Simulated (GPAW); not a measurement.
## SnSe in GPAW: convergence with empty bands an atom in the response

The system is SnSe.

```
Sn Se
1.0
    11.42000    0.00000    0.00000
     0.00000    4.19000    0.00000
     0.00000    0.00000    4.46000
Sn Se
4 4
Direct
  0.87700 0.75000 0.90900
  0.62300 0.25000 0.40900
  0.37700 0.75000 0.59100
  0.12300 0.25000 0.09100
  0.64300 0.75000 0.98400
  0.85700 0.25000 0.48400
  0.14300 0.75000 0.51600
  0.35700 0.25000 0.01600
```

* Program: GPAW 26.7.0
* Task: dielectric tensor
* Functional: PBE
* Potentials or basis: GPAW PAW data sets (gpaw-data 1.2.1)
* Cutoff: 450 eV
* Basis: pw
* k mesh: 2 × 3 × 3
* Occupations: fermi-dirac, width 0.001 eV
* Spin: no spin polarisation
* Maxiter: 150
* Response k mesh: 2 × 3 × 3
* Response ecut: 80 eV
* Response bands: 56
* Kernels: ["RPA"]
* Coarser k mesh: 2 × 3 × 3

These are the settings of the first run; the series varies empty bands an atom in the response, with any setting tied to it.

Hardware: 1 thread of Arm Neoverse V1, on a shared host.

Task: The values tried are 2, 3, 5, 8, 12, 18, 26, loosest first. From which on does the dielectric constant stay within 0.05 of the tightest run that finished?

Result: From 18 on.

| empty bands an atom in the response | dielectric constant | SCF cycles | CPU time (s) | peak memory (GiB) |
| --- | --- | --- | --- | --- |
| 2 | 30.777 | 13 | 150 | 0.54 |
| 3 | 30.966 | 13 | 190 | 0.56 |
| 5 | 31.076 | 13 | 240 | 0.59 |
| 8 | 31.165 | 13 | 390 | 0.64 |
| 12 | 31.236 | 13 | 580 | 0.7 |
| 18 | 31.296 | 13 | 890 | 0.81 |
| 26 | 31.333 | 13 | 1600 | 0.91 |

The tightest run that finished is the yardstick and may itself not be fully converged.

Caveat, for the tightest run too: the k mesh is coarse (spacing up to 0.50 Å⁻¹), so the values aren't converged; the long-wavelength limit can be off by a per cent or two.
